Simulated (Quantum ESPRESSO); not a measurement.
## PtSe2 (Sudovikovite): Hubbard U by linear response with LDA+U

The system is PtSe2 (Sudovikovite).

```xyz
3
Lattice="3.7240 0.0000 0.0000 -1.8620 3.2251 0.0000 0.0000 0.0000 5.0620" Properties=species:S:1:pos:R:3 pbc="T T T"
Pt    0.0000    0.0000    0.0000
Se    1.8620    1.0750    3.7965
Se    0.0000    2.1501    1.2655
```

- Program: Quantum ESPRESSO 7.5
- Task: Hubbard U by linear response
- Functional: LDA
- Potentials or basis: PseudoDojo 0.4.1 SR LDA standard
- Cutoff: 1170 eV
- Density cutoff: 4680 eV
- k mesh: 8 × 8 × 4
- Occupations: fermi-dirac, width 0.05 eV
- Spin: no spin polarisation
- Hubbard terms: Pt d U = 0.0001 eV
- Start of the occupations: default
- Hubbard projectors: atomic
- Form of the LDA correlation: PW92
- Mixing beta: 0.3
- Most SCF iterations: 120
- SCF threshold: 6e-10 Ry
- q mesh: 1 × 1 × 1

```yaml
Pressure: -0.6 GPa
Largest_force: 0.138 eV/Å
Band_gap_on_the_k_mesh: none (metal or under the smearing width)
Hubbard_U_from_linear_response: 7.00 eV
```

Forces in eV/Å, atoms in the order of the input:
```
Pt   0.000  0.000  0.000
Se   0.000  0.000 -0.138
Se   0.000  0.000  0.138
```

Stress tensor (GPa, compression positive):
```
-0.17  0.00  0.00
 0.00 -0.17  0.00
 0.00  0.00 -1.34
```

Levels at points of the mesh, in eV from the Fermi level:
```tsv
k point	band 22	band 23	band 24	band 25	band 26	band 27	band 28	band 29
(0.00, 0.00, 0.00)	-2.52	-1.02	-1.02	0.46	1.49	1.49	3.56	4.03
(0.00, 0.00, -0.50)	-2.95	-1.68	-1.45	-1.45	2.34	2.34	4.77	6.25
(0.00, -0.50, 0.00)	-3.49	-3.43	-3.36	-2.94	0.67	2.39	4.78	5.79
(0.00, -0.50, -0.50)	-3.45	-3.17	-2.79	-1.32	1.02	1.52	4.54	4.70
```

Eigenvalues of the final occupation matrices:
| site | spin | trace | eigenvalues |
| --- | --- | --- | --- |
| Pt 1 5d | each | 4.63 | 0.84 0.84 0.98 0.99 0.99 |

Hubbard U from linear response:
```
site  manifold  U (eV)
   1     Pt-5d    7.00
```
On the first site the bare response is -0.171 and the screened one -0.078 eV⁻¹.

Wall time 12 min on 1 thread of Intel(R) Xeon(R) Platinum 8259CL CPU @ 2.50GHz (Skylake/Cascade Lake), with other jobs on the host, peak memory 0.23 GiB.

Caveat: the computed U isn't converged in cell size; U without spin polarisation on a metal has little footing. The run has no spin-orbit coupling, so splittings on Pt are missing.
